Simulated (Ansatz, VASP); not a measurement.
# Sb: VASP beside Ansatz

```
Sb
1.0
     3.18093    0.00000    0.00000
     0.00000    3.18093    0.00000
     0.00000    0.00000    3.18093
Sb
1
Direct
  0.00000 0.00000 0.00000
```

This isn't the form of Sb at room conditions, which is rhombohedral.

Alike in both runs: task single point; functional LDA; k mesh 8 × 8 × 8; occupations fermi-dirac, width 0.05 eV; no spin polarisation.

|  | VASP | Ansatz |
| --- | --- | --- |
| version | VASP 6.6.1 | Ansatz 0.2.0 |
| potentials or method | VASP PAW LDA potentials, release 64 (Sb) | Ansatz PAW |
| plane-wave cutoff (eV) | 520 | 420 |
| valence electrons in the cell | 5 | 15 |

|  | VASP | Ansatz | Ansatz less VASP |
| --- | --- | --- | --- |
| gap on the k mesh at the Fermi level (eV) | none | none | - |
| pressure (GPa) | -6.4 | -6.5 | -0.09 |

A gap of «none» marks a metal or a gap that the smearing closes. The two sets of potentials don't hold the same shells in valence.

Caveats: the PAW data sets come from PBE, with cores solved anew for the run's functional, which leaves a small shift of forces and pressure (Ansatz). The runs have no spin-orbit coupling, so splittings on Sb are missing.
